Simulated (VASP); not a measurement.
Runs of VASP 6.6.1 on BeTe. The structure is cubic, space group F-43m (No. 216). The conventional cell has a = 5.540 Å, b = 5.540 Å, c = 5.540 Å, α = 90.00°, β = 90.00°, γ = 90.00°. Around Te (site symmetry -43m) lie 4 Be at 2.40 Å. Be (site symmetry -43m) is surrounded by 4 Te at 2.40 Å. 

```tsv
level	spin	k mesh	grid for exact exchange (PRECFOCK)	exchange at q = 0	mesh quality	gap on the mesh (eV)	pressure (GPa)
r2SCAN	SOC, no magnetisation	6 × 6 × 6	-	-	not flagged	-	4.5
SCAN	SOC, no magnetisation	6 × 6 × 6	-	-	not flagged	-	(b)
r2SCAN50	off	4 × 4 × 4	Fast	default	coarse	-	2.3
rSCAN	off	8 × 8 × 8	-	-	not flagged	(a)	4.2
r2SCAN	off	8 × 8 × 8	-	-	not flagged	2.21	4.5
```

Alike in all rows: task band structure; potentials or basis VASP PAW PBE potentials, release 64 (Te, Be); cell as given; cutoff (eV) 520; smearing fermi-dirac 0.05 eV.

Problem. Estimate the missing entries.

Solution. (a) 2.18; (b) 3.7.

Caveats: some runs use coarse meshes; the PAW data sets were made with another functional, which shifts forces and pressure a little; spin-orbit coupling is left out, which moves the levels of the heavy elements (some runs); an unscreened hybrid on a path of extra k points without a Coulomb cutoff has errors near the mesh points, so the bands along the path aren't reliable (some runs).

A k mesh can miss the band edges, and rows without SOC leave out spin-orbit coupling on Te.

Runs at the PBE level aren't shown here.
